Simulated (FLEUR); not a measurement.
C: band structure with PW91

C:

```
CELL_PARAMETERS angstrom
2.52210 0.00000 0.00000
-1.26105 2.18420 0.00000
0.00000 0.00000 12.35570
ATOMIC_POSITIONS crystal
C 0.66667 0.33333 0.35417
C 0.33333 0.66667 0.85417
C 0.66667 0.33333 0.14583
C 0.33333 0.66667 0.64583
C 0.66667 0.33333 0.47917
C 0.33333 0.66667 0.97917
C 0.66667 0.33333 0.02083
C 0.33333 0.66667 0.52083
C 0.00000 0.00000 0.81250
C 0.00000 0.00000 0.31250
C 0.00000 0.00000 0.68750
C 0.00000 0.00000 0.18750
```

This is a hexagonal form of diamond, not graphite.

```
Program                  : FLEUR MaX-R8.1 (later development tree)
Task                     : band structure
Functional               : PW91
Potentials or basis      : all-electron
Basis                    : FLAPW
Kmax                     : 5.33 1/bohr
k mesh                   : 12 × 12 × 3
Occupations              : fermi-dirac, width 0.05 eV
Spin                     : no spin polarisation
Gmax                     : 16.5 1/bohr
Muffin-tin radii         : C 1.35 bohr
lmax                     : C 8
Local orbitals a species : C 3
Max iterations           : 60
Mixing factor            : 0.05
Mixer                    : Anderson
Mixer history            : 15
Density convergence      : 1e-05 me/bohr^3
```

- Band gap on the k mesh: 4.43 eV, indirect (least direct gap 5.34 eV)
- Band gap along the path: 4.41 eV, indirect (least direct gap 5.34 eV)
- Valence electrons inside the program's atomic spheres: C 2.10 (radii C 1.35 bohr)

Levels at the corners of the path, in eV from the valence-band top:
```csv
point,band 21,band 22,band 23,band 24,band 25,band 26,band 27,band 28
Γ,-0.98,-0.15,0.00,0.00,5.34,5.34,5.70,6.40
M,-4.04,-4.03,-3.61,-2.87,4.58,5.15,5.31,5.67
K,-6.01,-4.77,-4.52,-4.52,5.65,5.65,6.31,8.75
Γ,-0.98,-0.15,0.00,0.00,5.34,5.34,5.70,6.40
A,-0.33,-0.33,-0.33,-0.33,5.73,5.73,5.73,5.73
L,-3.74,-3.74,-3.22,-3.22,4.75,4.75,5.94,5.94
H,-5.29,-5.29,-4.74,-4.74,5.88,5.88,7.16,7.16
A,-0.33,-0.33,-0.33,-0.33,5.73,5.73,5.73,5.73
L,-3.74,-3.74,-3.22,-3.22,4.75,4.75,5.94,5.94
M,-4.04,-4.03,-3.61,-2.87,4.58,5.15,5.31,5.67
K,-6.01,-4.77,-4.52,-4.52,5.65,5.65,6.31,8.75
H,-5.29,-5.29,-4.74,-4.74,5.88,5.88,7.16,7.16
```

Core levels (eV from the Fermi level):
| atom | levels |
| --- | --- |
| 1 C | 1s1/2 -266.1 |
| 2 C | 1s1/2 -266.1 |
| 3 C | 1s1/2 -266.1 |
| 4 C | 1s1/2 -266.1 |
| 5 C | 1s1/2 -266.1 |
| 6 C | 1s1/2 -266.1 |

Wall time 9 min on 1 thread of Arm Neoverse V1 (shared host), peak memory 0.13 GiB.
